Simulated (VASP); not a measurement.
# BeTe (F-43m) in VASP: notebook

One crystal, BeTe, is run at these levels: PBE; tasks: G0W0 quasiparticle levels, evGW0 quasiparticle levels.

All numbers are computed with VASP 6.6.1; they aren't measurements. Logs are shortened: lines on timing, memory, paths and dates and some standing lists are left out, and cuts for length are marked.

### Step 1. The structure

Symmetry: F-43m, No. 216, cubic system. Conventional cell: a = 5.612 Å, b = 5.612 Å, c = 5.612 Å, α = 90.00°, β = 90.00°, γ = 90.00°. Be (site symmetry -43m) is surrounded by 4 Te at 2.43 Å. Te (site symmetry -43m) is surrounded by 4 Be at 2.43 Å.

### Step 2. G0W0 quasiparticle levels, PBE

POSCAR

```
BeTe                                    
1.0
    0.0000000000      2.8061350131      2.8061350131
    2.8061350131      0.0000000000      2.8061350131
    2.8061350131      2.8061350131      0.0000000000
  Be              Te            
     1     1
Direct
     0.0000000000000000    0.0000000000000000    0.0000000000000000
     0.2500000000000000    0.2500000000000000    0.2500000000000000
```

INCAR.step1

```
  PREC = Accurate
  ENCUT = 500
  EDIFF = 1E-8
  ISMEAR = 0
  SIGMA = 0.01
  LREAL = F
  LASPH = T
  NELM = 80
  ALGO = Fast
  LWAVE = T
  LCHARG = F
  GGA = PE
  KPAR = 4
```

INCAR.step2

```
  PREC = Accurate
  ENCUT = 500
  EDIFF = 1E-8
  ISMEAR = 0
  SIGMA = 0.01
  LREAL = F
  LASPH = T
  NELM = 1
  ALGO = Exact
  LWAVE = T
  LCHARG = F
  GGA = PE
  KPAR = 4
  NBANDS = 163
  LOPTICS = T
  ISTART = 1
```

INCAR.step3

```
  PREC = Accurate
  ENCUT = 500
  EDIFF = 1E-8
  ISMEAR = 0
  SIGMA = 0.01
  LREAL = F
  LASPH = T
  ALGO = EVGW0
  LWAVE = F
  LCHARG = F
  GGA = PE
  KPAR = 4
  NELMGW = 1
  NBANDS = 163
  ENCUTGW = 150
  NOMEGA = 48
  PRECFOCK = Fast
  ISTART = 1
  NBANDSGW = 12
```

KPOINTS

```
regular mesh
0
Gamma
  4 4 4
```

Potentials or basis: VASP PAW PBE potentials, release 64 (Be_GW, Te_GW).

Started as:

```bash
> cat potpaw_PBE.64/Be_GW/POTCAR potpaw_PBE.64/Te_GW/POTCAR > POTCAR
> cp INCAR.step1 INCAR
> mpirun -np 4 vasp_std > vasp.out
> cp INCAR.step2 INCAR
> mpirun -np 4 vasp_std > vasp.out
> cp INCAR.step3 INCAR
> mpirun -np 4 vasp_std > vasp.out
```

OUTCAR:

```text
PREC = Accurate
   ENCUT = 500
   EDIFF = 1E-8
   ISMEAR = 0
   LREAL = F
   LASPH = T
   GGA = PE
   NELMGW = 1
   ENCUTGW = 150
   PRECFOCK = Fast
   ISTART = 1

 ion  position               nearest neighbor table
   1  0.000  0.000  0.000-   2 2.43   2 2.43   2 2.43   2 2.43
   2  0.250  0.250  0.250-   1 2.43   1 2.43   1 2.43   1 2.43

  LATTYP: Found a face centered cubic cell.
 ALAT       =     5.6122700262

  Lattice vectors:

 A1 = (   0.0000000000,   2.8061350131,   2.8061350131)
 A2 = (   2.8061350131,   0.0000000000,   2.8061350131)
 A3 = (   2.8061350131,   2.8061350131,   0.0000000000)

Analysis of symmetry for initial positions (statically):
=====================================================================
 Subroutine PRICEL returns:
 Original cell was already a primitive cell.

 Routine SETGRP: Setting up the symmetry group for a
 face centered cubic supercell.

 Subroutine GETGRP returns: Found 24 space group operations
 (whereof 24 operations were pure point group operations)
 out of a pool of 48 trial point group operations.

The static configuration has the point symmetry T_d .

Analysis of symmetry for dynamics (positions and initial velocities):
=====================================================================
 Subroutine PRICEL returns:
 Original cell was already a primitive cell.

 Routine SETGRP: Setting up the symmetry group for a
 face centered cubic supercell.

 Subroutine GETGRP returns: Found 24 space group operations
 (whereof 24 operations were pure point group operations)
 out of a pool of 48 trial point group operations.

The dynamic configuration has the point symmetry T_d .

 Subroutine INISYM returns: Found 24 space group operations
 (whereof 24 operations are pure point group operations),
 and found     1 'primitive' translations

----------------------------------------------------------------------------------------

                                     Primitive cell

  volume of cell :      44.1932

  direct lattice vectors                    reciprocal lattice vectors
     0.000000000  2.806135013  2.806135013    -0.178181020  0.178181020  0.178181020
     2.806135013  0.000000000  2.806135013     0.178181020 -0.178181020  0.178181020
     2.806135013  2.806135013  0.000000000     0.178181020  0.178181020 -0.178181020

  length of vectors
     3.968474193  3.968474193  3.968474193     0.308618580  0.308618580  0.308618580

  position of ions in fractional coordinates (direct lattice)
     0.000000000  0.000000000  0.000000000
     0.250000000  0.250000000  0.250000000

  ion indices of the primitive-cell ions
   primitive index   ion index
                 1           1
                 2           2

----------------------------------------------------------------------------------------

 KPOINTS: regular mesh

Automatic generation of k-mesh.
 Grid dimensions read from file:
 generate k-points for:    4    4    4

 Generating k-lattice:

  Cartesian coordinates                     Fractional coordinates (reciprocal lattice)
    -0.044545255  0.044545255  0.044545255     0.250000000  0.000000000  0.000000000
     0.044545255 -0.044545255  0.044545255     0.000000000  0.250000000  0.000000000
     0.044545255  0.044545255 -0.044545255     0.000000000  0.000000000  0.250000000

  Length of vectors
     0.077154645  0.077154645  0.077154645

  Shift w.r.t. Gamma in fractional coordinates (k-lattice)
     0.000000000  0.000000000  0.000000000

 Subroutine IBZKPT returns following result:
 ===========================================

 Found      8 irreducible k-points:

 Following reciprocal coordinates:
            Coordinates               Weight
  0.000000  0.000000  0.000000      1.000000
  0.250000  0.000000  0.000000      8.000000
  0.500000  0.000000  0.000000      4.000000
  0.250000  0.250000  0.000000      6.000000
  0.500000  0.250000  0.000000     24.000000
 -0.250000  0.250000  0.000000     12.000000
  0.500000  0.500000  0.000000      3.000000
 -0.250000  0.500000  0.250000      6.000000
   k-points           NKPTS =      8   k-points in BZ     NKDIM =     64   number of bands    NBANDS=    163
   number of dos      NEDOS =    301   number of ions     NIONS =      2
   total plane-waves  NPLWV =  27000
   dimension x,y,z NGX =    30 NGY =   30 NGZ =   30
   dimension x,y,z NGXF=    60 NGYF=   60 NGZF=   60
   ions per type =               1   1
   NGX,Y,Z   is equivalent  to a cutoff of  12.57, 12.57, 12.57 a.u.
   NGXF,Y,Z  is equivalent  to a cutoff of  25.13, 25.13, 25.13 a.u.
 SYSTEM =  unknown system
   PREC   = accura    normal or accurate (medium, high low for compatibility)
   ISTART =      1    job   : 0-new  1-cont  2-samecut
   ICHARG =      0    charge: 1-file 2-atom 10-const
   ISPIN  =      1    spin polarized calculation?
   LNONCOLLINEAR =      F non collinear calculations
   LSORBIT =      F    spin-orbit coupling
   LASPH  =      T    aspherical Exc in radial PAW
   ENCUT  =  500.0 eV  36.75 Ry    6.06 a.u.   7.24  7.24  7.24*2*pi/ulx,y,z
   NELM   =     60;   NELMIN=  2; NELMDL=  0     # of ELM steps
   EDIFF  = 0.1E-07   stopping-criterion for ELM
   LREAL  =      F    real-space projection
   EDIFFG = 0.1E-06   stopping-criterion for IOM
   NSW    =      0    number of steps for IOM
   IBRION =     -1    ionic relax: 0-MD 1-quasi-New 2-CG
   NFREE  =      0    steps in history (QN), initial steepest desc. (CG)
   ISIF   =      0    stress and relaxation
   ISYM   =      3    0-nonsym 1-usesym 2-fastsym
   POTIM  = 0.5000    time-step for ionic-motion
   TEBEG  =    0.0;   TEEND  =   0.0 temperature during run
   PSTRESS=    0.0 pullay stress
   NELECT =       8.0000    total number of electrons
   NUPDOWN=      -1.0000    fix difference up-down
   EMIN   =  10.00;   EMAX   =-10.00  energy-range for DOS
   EFERMI =   0.00;   METHOD = LEGACY
   ISMEAR =     0;   SIGMA  =   0.01  broadening in eV -4-tet -1-fermi 0-gaus
   EFERMI_NEDOS =   21; number of points for ismear=-14 and -15
   IALGO  =     38    algorithm
   IMIX   =      4    mixing-type and parameters
     AMIX     =   0.40;   BMIX     =  1.00
     AMIX_MAG =   1.60;   BMIX_MAG =  1.00
  volume/ion in A,a.u.               =      22.10       149.12
  Fermi-wavevector in a.u.,A,eV,Ry     =   0.926089  1.750055 11.668923  0.857642
  Thomas-Fermi vector in A             =   2.052014
   LORBIT       =      0    0 simple, 1 ext, 2 COOP (PROOUT), +10 PAW based schemes
   GGA     = PE    functional components
   LHFCALC =     T    Hartree Fock is set to
   PRECFOCK=fast      Normal, Fast or Accurate (Low or Medium for compatibility)
   ENCUT4O =  -1.0   cutoff for four orbital integrals eV
   NKREDX  =     1    reduce k-point grid by
   NKREDY  =     1    reduce k-point grid by
   NKREDZ  =     1    reduce k-point grid by
   AEXX    =    1.0000 exact exchange contribution
   HFSCREEN=    0.0000 screening length (either q_TF or 0.3 A-1)
   HFSCREENC=   0.0000 screening length for correlation (either q_TF or 0.3 A-1)
   ENCUTFOCK=  -1.0 apply spherical cutoff to Coloumb kernel
   IVDW    =     0    specifies the selected vdW correction
   LEPSILON=     F    determine dielectric tensor
   LRPA    =     F    only Hartree local field effects (RPA)
   LRPAFORCE           =     F    calculate RPA forces
   ENCUTGW             = 150.0    cutoff for response function in eV
   ENCUTGWSOFT         = 120.0    soft cutoff for Coulomb kernel in GW response function in eV
   ENCUTLF             =  -1.0    cutoff for local field effects
   NELMGW              =     1    number of iterations in solving QP/BSE equation
   NELMHF              =     1    number of iterations in the inner HF iteration
   NKREDLFX            =     1    NKREDLFY  =   1   NKREDLFZ  =   1
 non-spin polarized calculation
 Gauss-broadening in eV      SIGMA  =   0.01
  energy-cutoff  :      500.00
  volume of cell :       44.19
 maximum number of plane-waves:      1139
 NGX is ok and might be reduce to    30
  NGX = 16; NGY = 16; NGZ = 16
   NGX = 15   NGY = 15   NGZ = 15
 maximum number of plane-waves:       200

 QP shifts <psi_nk| G(iteration)W_0 |psi_nk>: iteration 1
 for sc-GW calculations column KS-energies equals QP-energies in previous step
 and V_xc(KS)=  KS-energies - (<T + V_ion + V_H > + <T+V_H+V_ion>^1  + <V_x>^1)

 k-point   1 :       0.0000    0.0000    0.0000
  band No.  KS-energies  QP-energies   sigma(KS)   V_xc(KS)     V^pw_x(r,r')   Z            occupation Imag(sigma)

      1      -7.3927      -8.2761     -12.0206     -10.7833     -17.6485       0.7139       2.0000       1.1848
      2       4.9747       4.2171     -12.0714     -11.1082     -12.9966       0.7866       2.0000       0.0585
      3       4.9747       4.2171     -12.0714     -11.1082     -12.9966       0.7866       2.0000       0.0585
      4       4.9747       4.2171     -12.0714     -11.1082     -12.9966       0.7866       2.0000       0.0585
      5       8.5706       8.8546      -9.0078      -9.3764      -4.8095       0.7706       0.0000      -0.0850
      6       8.5706       8.8546      -9.0078      -9.3764      -4.8095       0.7706       0.0000      -0.0850
      7       8.5706       8.8546      -9.0078      -9.3764      -4.8095       0.7706       0.0000      -0.0850
      8       8.8692       9.3031      -9.1045      -9.6657      -4.6562       0.7729       0.0000      -0.1010
      9      13.3006      13.3156      -7.9058      -7.9258      -2.4606       0.7490       0.0000      -0.2265
     10      15.4249      15.6137      -9.0105      -9.2597      -3.7868       0.7574       0.0000      -0.2577
     11      15.4249      15.6137      -9.0105      -9.2597      -3.7868       0.7574       0.0000      -0.2577
     12      16.2834      16.3916      -7.7154      -7.8582      -2.1348       0.7577       0.0000      -0.3267

 k-point   2 :       0.2500    0.0000    0.0000
  band No.  KS-energies  QP-energies   sigma(KS)   V_xc(KS)     V^pw_x(r,r')   Z            occupation Imag(sigma)
[... 97 lines left out ...]
      1      -5.4798      -6.1466     -12.4579     -11.5321     -17.3674       0.7203       2.0000       0.8299
      2       0.3342      -0.6043     -11.4056     -10.1150     -14.0571       0.7272       2.0000       0.1565
      3       1.2191       0.3320     -10.9921      -9.8063     -13.0436       0.7481       2.0000       0.1086
      4       1.7095       0.8573     -10.9374      -9.8096     -12.7403       0.7556       2.0000       0.0929
      5      10.2749      10.3113      -8.6647      -8.7116      -4.3541       0.7779       0.0000      -0.1039
      6      10.5273      10.6972      -8.5086      -8.7307      -3.8614       0.7653       0.0000      -0.1143
      7      10.5518      10.9374      -8.8278      -9.3399      -3.8175       0.7532       0.0000      -0.1353
      8      11.2085      11.4763      -9.5684      -9.9257      -4.6541       0.7496       0.0000      -0.1435
      9      16.0330      16.3518      -9.3569      -9.7920      -3.2222       0.7327       0.0000      -0.4191
     10      16.7903      16.9756      -9.6509      -9.9017      -3.5219       0.7390       0.0000      -0.5103
     11      18.0344      18.3034      -8.8899      -9.2495      -2.7544       0.7480       0.0000      -0.5351
     12      18.9680      19.2230      -9.0633      -9.3958      -2.9025       0.7669       0.0000      -0.6947
```

Run time: 21 s. Hardware: 4 MPI ranks of Intel Xeon 6975P-C (Granite Rapids), shared host; peak memory 0.39 GiB.

What came out:

* Band gap on the k mesh, mean-field level: 1.94 eV, indirect (least direct gap 3.60 eV)
* Quasiparticle gap: 2.76 eV
* Least direct quasiparticle gap: 4.64 eV

Levels at points of the mesh, in eV from the valence-band top:
```tsv
k point	band 1	band 2	band 3	band 4	band 5	band 6	band 7	band 8
(0.00, 0.00, 0.00)	-12.37	0.00	0.00	0.00	3.60	3.60	3.60	3.89
(0.50, 0.00, 0.00)	-10.99	-5.62	-1.15	-1.15	3.10	4.59	4.59	7.82
(0.50, 0.50, 0.00)	-10.49	-5.18	-2.69	-2.69	1.94	2.64	9.80	9.80
```

Caveat: the k mesh is coarse (spacing up to 0.48 Å⁻¹), so the values aren't converged; bands, screening cutoff and mesh are small and nothing is extrapolated, so the quasiparticle values aren't converged; spin-orbit coupling is left out, which moves the levels of the heavy elements. A k mesh can miss the band edges.

### Step 3. EvGW0 quasiparticle levels, PBE

POSCAR is that of step 2.

INCAR.step1 is that of step 2.

INCAR.step2 is that of step 2.

Edit INCAR.step3 of step 2 so:

```diff
@@ -12,3 +12,3 @@
   KPAR = 4
-  NELMGW = 1
+  NELMGW = 4
   NBANDS = 163
```

KPOINTS is that of step 2.

Potentials or basis: VASP PAW PBE potentials, release 64 (Be_GW, Te_GW).

Started as:

```bash
> cat potpaw_PBE.64/Be_GW/POTCAR potpaw_PBE.64/Te_GW/POTCAR > POTCAR
> cp INCAR.step1 INCAR
> mpirun -np 4 vasp_std > vasp.out
> cp INCAR.step2 INCAR
> mpirun -np 4 vasp_std > vasp.out
> cp INCAR.step3 INCAR
> mpirun -np 4 vasp_std > vasp.out
```

OUTCAR:

```text
PREC = Accurate
   ENCUT = 500
   EDIFF = 1E-8
   ISMEAR = 0
   LREAL = F
   LASPH = T
   GGA = PE
   NELMGW = 4
   ENCUTGW = 150
   PRECFOCK = Fast
   ISTART = 1

 ion  position               nearest neighbor table
   1  0.000  0.000  0.000-   2 2.43   2 2.43   2 2.43   2 2.43
[... 184 lines left out ...]
      2       4.9747       4.2171     -12.0714     -11.1082     -12.9966       0.7866       2.0000       0.0585
      3       4.9747       4.2171     -12.0714     -11.1082     -12.9966       0.7866       2.0000       0.0585
      4       4.9747       4.2171     -12.0714     -11.1082     -12.9966       0.7866       2.0000       0.0585
      5       8.5706       8.8546      -9.0078      -9.3764      -4.8095       0.7706       0.0000      -0.0850
      6       8.5706       8.8546      -9.0078      -9.3764      -4.8095       0.7706       0.0000      -0.0850
      7       8.5706       8.8546      -9.0078      -9.3764      -4.8095       0.7706       0.0000      -0.0850
      8       8.8692       9.3031      -9.1045      -9.6657      -4.6562       0.7729       0.0000      -0.1010
      9      13.3006      13.3156      -7.9058      -7.9258      -2.4606       0.7490       0.0000      -0.2265
     10      15.4249      15.6137      -9.0105      -9.2597      -3.7868       0.7574       0.0000      -0.2577
     11      15.4249      15.6137      -9.0105      -9.2597      -3.7868       0.7574       0.0000      -0.2577
     12      16.2834      16.3916      -7.7154      -7.8582      -2.1348       0.7577       0.0000      -0.3267
[... 490 lines left out ...]
      1      -6.3801      -6.3906     -12.4471       6.0523     -17.3674       0.7140       2.0000       0.8094
      2      -0.8411      -0.8492     -11.3015      10.4492     -14.0571       0.7238       2.0000       0.1709
      3       0.1264       0.1197     -10.9079      11.0254     -13.0436       0.7489       2.0000       0.1159
      4       0.6682       0.6621     -10.8590      11.5191     -12.7403       0.7547       2.0000       0.0984
      5      10.3187      10.3184      -8.6682      18.9865      -4.3541       0.7809       0.0000      -0.1023
      6      10.7228      10.7228      -8.5352      19.2579      -3.8614       0.7687       0.0000      -0.1155
      7      10.9857      10.9858      -8.9058      19.8916      -3.8175       0.7522       0.0000      -0.1445
      8      11.5109      11.5108      -9.6233      21.1341      -4.6541       0.7497       0.0000      -0.1478
      9      16.4110      16.4119      -9.4127      25.8250      -3.2222       0.7315       0.0000      -0.4347
     10      17.0222      17.0229      -9.6689      26.6920      -3.5219       0.7385       0.0000      -0.5066
     11      18.3480      18.3488      -8.9349      27.2839      -2.7544       0.7479       0.0000      -0.5455
     12      19.2572      19.2577      -9.1060      28.3638      -2.9025       0.7634       0.0000      -0.7016
```

Run time: 54 s. Hardware: 4 MPI ranks of Intel Xeon 6975P-C (Granite Rapids), shared host; peak memory 0.4 GiB.

Results:

```
Band gap on the k mesh, mean-field level : 1.94 eV, indirect (least direct gap 3.60 eV)
Quasiparticle gap                        : 2.90 eV
Least direct quasiparticle gap           : 4.80 eV
```

Levels at points of the mesh, in eV from the valence-band top:
```tsv
k point	band 2	band 3	band 4	band 5	band 6	band 7
(0.00, 0.00, 0.00)	0.00	0.00	0.00	3.60	3.60	3.60
(0.50, 0.00, 0.00)	-5.62	-1.15	-1.15	3.10	4.59	4.59
(0.50, 0.50, 0.00)	-5.18	-2.69	-2.69	1.94	2.64	9.80
```

Quasiparticle gap after each update of the energies (eV): 2.76, 2.88, 2.90, 2.90

Caveat: the k mesh is coarse (spacing up to 0.48 Å⁻¹), so the values aren't converged; bands, screening cutoff and mesh are small and nothing is extrapolated, so the quasiparticle values aren't converged; spin-orbit coupling is left out, which moves the levels of the heavy elements. A k mesh can miss the band edges.
